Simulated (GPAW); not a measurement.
HfO2, 3 atoms in the cell. The structure is cubic, space group Fm-3m (No. 225). Conventional cell: a = 5.115 Å, b = 5.115 Å, c = 5.115 Å, α = 90.00°, β = 90.00°, γ = 90.00°. Around Hf (site symmetry m-3m) lie 8 O at 2.21 Å. O (site symmetry -43m) has 4 Hf at 2.21 Å as nearest neighbours. Measurements of this composition are mostly on another form, of space group No. 14.

```yaml
Program: GPAW 26.7.0
Task: one-shot levels on a semilocal density
Functional: r2SCAN
Potentials_or_basis: GPAW PAW data sets (gpaw-data 1.2.1)
Cutoff: 550 eV
Basis: pw
k_mesh: 4 × 4 × 4
Occupations: fermi-dirac, width 0.001 eV
Spin: no spin polarisation
Maxiter: 150
Exx_fractions: r2SCAN0 0.25, r2SCANh 0.1, r2SCAN50 0.5
```

Potentials or basis: GPAW PAW data sets (gpaw-data 1.2.1), pw.

Run with:

```console
$ OMP_NUM_THREADS=1 python run.py
```

Hardware: 1 thread of Arm Neoverse V2 (shared host).

How long does it take, and how much memory?

It took 75 s on 1 thread of Arm Neoverse V2, with other jobs on the host, peak memory 0.47 GiB. Counts: scf iterations 12, plane waves 992, bands 24, k points 8.
